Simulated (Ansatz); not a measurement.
Consider the formal exchange of groups at a B–C bond: `NCB(O)Cl` + `CCCCl` → `OB(Cl)CCl` + `CCCN`.

Computed with Ansatz on PBE0-D4/def2-TZVP structures; ΔE is electronic, products minus reactants. CCSD(T)/CBS is the MP2 limit (def2-TZVPP, def2-QZVPP) plus CCSD(T) − MP2 in def2-TZVPP, frozen cores. DFT in def2-TZVPP. HSE06 is defined as in plane-wave codes. One conformer a species, not always the lowest.

```tsv
level	ΔE (kJ/mol)	difference from CCSD(T)/CBS
r2SCAN-D4	-13.9	-1.0
CAM-B3LYP-D4	-13.0	-0.1
ωB97M-V	-12.7	0.2
revPBE	-15.2	-2.3
BLYP	-15.3	-2.4
PBE0	-13.8	-0.9
r2SCAN0	-13.3	-0.4
HSE06	-13.9	-1.0
BHLYP	-13.2	-0.3
RPA@PBE/def2-TZVPP	-13.6	-0.7
CCSD/def2-SVP	-14.9	-2.0
HF/def2-TZVPP	-12.1	0.8
MP2/def2-TZVPP	-12.6	0.3
CCSD(T)/def2-TZVPP	-13.5	-0.6
HF/def2-QZVPP	-12.0	0.9
MP2/CBS(def2)	-11.9	1.0
CCSD(T)/CBS	-12.9	0
```

Largest T1 diagnostic among the species: 0.011.

Leaving LDA and LC-ωPBE aside and taking each functional with its dispersion term where it has one, the values, not all of them listed here, spread over 2.0 kJ/mol, from PBE-D4 to BHLYP-D4.

CCSD(T)/CBS has its own doubt, a few kJ/mol and more with outer-core shells, so smaller differences from it don't rank the levels.
